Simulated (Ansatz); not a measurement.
## ZnSe: the change of direct gap with volume per atom

Results calculated with Ansatz 0.2.0, not measured. Plane-wave density functional theory, PAW datasets, Gaussian smearing 0.05 eV: Kohn-Sham gaps of one periodic cell over its k-point mesh and, where one was run, its band path; band edges are those on the mesh.

Cell of the first row (space group F-43m, No. 216):
```
cell vectors (Å)
   0.0000     2.8277     2.8277
   2.8277     0.0000     2.8277
   2.8277     2.8277     0.0000
atoms (fractions of the cell vectors)
Zn  0.00000  0.00000  0.00000
Se  0.75000  0.75000  0.75000
```

Settings of every row: paw set soft_2; functional PBE; spin treatment none; moment partition spheres; spin axis none; wave cutoff 420 eV; k mesh 10x10x10; SCF start atoms; lower state search light; symmetry use detected.

Atom first moment, atom hubbard u: 0 on all atoms.

Limits: semilocal functionals tend to give too small a gap; no spin-orbit coupling, which shifts gaps with heavier elements (ZnSe).

| row | volume per atom (Å³) | direct gap (eV) | band gap (eV) |
| --- | --- | --- | --- |
| 1 | 22.61 | 1.314 | 1.314 |
| 2 | 22.984 | ? | ? |
| 3 | 23.081 | 1.232 | 1.232 |
| 4 | 23.208 | 1.21 | 1.21 |
| 5 | 23.552 | 1.153 | 1.153 |
| 6 | 24.023 | 1.076 | 1.076 |
| 7 | 24.494 | 1.002 | 1.002 |

Question: what direct gap should row 2 give?

Worked fit of direct gap. Take t = volume per atom − 23, in Å³. The shown rows have t = -0.39, 0.081, 0.208, 0.552, 1.023, 1.494. Least squares give direct gap = 1.2459 − 0.17213 × t + 0.00596 × t² eV; a straight line predicts inner rows, each left out in turn, worse (root mean square 0.002 against 0.00035 eV). All shown rows lie on it to the printed digit. The withheld row has t = -0.016, so the fit gives 1.2459 − 0.17213 × (-0.016) + 0.00596 × (-0.016)² = 1.249 eV.

The calculation gave 1.249 eV. The fit meets it to the printed digit.

The other values of row 2: band gap 1.249 eV.
